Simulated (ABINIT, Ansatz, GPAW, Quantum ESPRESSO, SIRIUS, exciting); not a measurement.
# One calculation of W, 6 ways

```
W
1.0
     0.01192    2.00823    2.03186
     2.02971    0.01106    2.03272
     2.05415    2.03352   -0.01337
W
1
Direct
  0.99325 0.99126 0.01410
```

This isn't the form of W at room conditions, which is bcc.

The given cell was strained at random by a few per cent at fixed volume.

Alike in all runs: task single point; functional PBEsol; k mesh 11 × 11 × 11; occupations fermi-dirac, width 0.05 eV; no spin polarisation; no spin-orbit coupling. Pressure is positive in compression and, in plane waves, holds the error of the finite cutoff.

| program and potentials | plane-wave cutoff (eV) | notes | pressure (GPa) | energy over the undisturbed cell (meV/atom) |
| --- | --- | --- | --- | --- |
| ABINIT, PseudoDojo NC SR PBEsol v0.4.1 standard | 1007 | - | -12.53 | -4.45 |
| SIRIUS, PseudoDojo 0.4.1 PBEsol standard (scalar relativistic) | 1030 | - | -12.54 | -4.44 |
| GPAW, PAW data sets generated for this functional | 600 | - | -13.00 | -4.38 |
| exciting, all-electron LAPW+lo, shipped species files, valence relativity iora* | - | - | - | -4.65 |
| Ansatz, all-electron LAPW, scalar-relativistic | - | - | -12.58 | - |
| Quantum ESPRESSO, GBRV 1.5 PBEsol | 762 | - | -12.54 | -4.44 |

The pressure spans -13.00 (GPAW, PAW data sets generated for this functional) to -12.53 GPa (ABINIT, PseudoDojo NC SR PBEsol v0.4.1 standard), with all-electron results at -12.58. The cell lies far from this level's equilibrium.

The functional is the same throughout but for its coding, so the spread measures potentials, basis and numerics; runs on potential files found faulty are left out.
